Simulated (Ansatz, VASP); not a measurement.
**Pd: VASP beside Ansatz**

```xyz
1
Lattice="0.0000 1.9318 1.9318 1.9318 0.0000 1.9318 1.9318 1.9318 0.0000" Properties=species:S:1:pos:R:3 pbc="T T T"
Pd    0.0000    0.0000    0.0000
```

Change from the starting cell: volume scaled by 0.98, PAW files.

Alike in both runs: task electric field gradients; functional PBEsol; k mesh 18 × 18 × 18; occupations fermi-dirac, width 0.05 eV; no spin polarisation.

|  | VASP | Ansatz |
| --- | --- | --- |
| version | VASP 6.6.1 | Ansatz 0.2.0 |
| potentials or method | VASP PAW PBE potentials, release 64 (Pd) | PAW with Ansatz's default frozen-core files, scalar-relativistic |
| plane-wave cutoff (eV) | 520 | 420 |
| valence electrons in the cell | 10 | 18 |

|  | VASP | Ansatz | Ansatz less VASP |
| --- | --- | --- | --- |
| pressure (GPa) | 1.5 | 1.9 | +0.36 |
| Vzz of the field gradient on the site that differs most (V/Å²) | 0.0 | 0.0 | 0.00 |

The two sets of potentials don't hold the same shells in valence. Ansatz warned: «gradients_without_spin_orbit».

Caveats: the PAW data sets were made with another functional, which shifts forces and pressure a little (VASP).
